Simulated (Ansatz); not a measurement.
Crystal: PbSe2.

```
CELL_PARAMETERS angstrom
-3.23863 3.23863 3.90220
3.23863 -3.23863 3.90220
3.23863 3.23863 -3.90220
ATOMIC_POSITIONS crystal
Pb 0.75000 0.75000 0.00000
Pb 0.25000 0.25000 0.00000
Se 0.12982 0.37018 0.50000
Se 0.87018 0.62982 0.50000
Se 0.37018 0.87018 0.24037
Se 0.62982 0.12982 0.75963
```

The cell comes from a database or a generator and needn't be the stable form of this composition.

```yaml
Program: Ansatz 0.2.0
Task: relaxation of cell and atoms
Functional: PBEsol
Dispersion: D3(BJ)-ATM
Potentials_or_basis: Ansatz PAW
Cutoff: "420 eV (not typed: the program's choice for these potentials)"
k_mesh: 6 × 6 × 6
Occupations: fermi-dirac, width 0.05 eV
Spin: no spin polarisation
```

At the start: volume 27.29 Å³/atom.

Problem. How do energy, volume and symmetry change on relaxing?

Solution. It ends after 5 steps and the volume is 25.23 Å³/atom (-7.5 %); space group I4/mcm (No. 140, to 0.05 Å).

Step by step:
```tsv
step	energy change (eV)	largest force (eV/Å)	volume (Å³)
1	0.0000	0.1802	163.72
2	-0.0675	0.0486	143.32
3	-0.1639	0.0153	152.71
4	-0.1662	0.0007	151.40
5	-0.1649	0.0005	151.40
```

Final structure:
```
CELL_PARAMETERS angstrom
-3.15851 3.15851 3.79408
3.15851 -3.15851 3.79408
3.15851 3.15851 -3.79408
ATOMIC_POSITIONS crystal
Pb 0.75000 0.75000 0.00000
Pb 0.25000 0.25000 0.00000
Se 0.13318 0.36682 0.50000
Se 0.86682 0.63318 0.50000
Se 0.36682 0.86682 0.23363
Se 0.63318 0.13318 0.76637
```

Caveat: the plane-wave basis is chosen anew once the cell has moved, so the energies of steps on either side of that aren't comparable; pairwise dispersion overbinds metals, which lowers pressure and volume; the PAW data sets come from PBE, with cores solved anew for the run's functional, which leaves a small shift of forces and pressure.
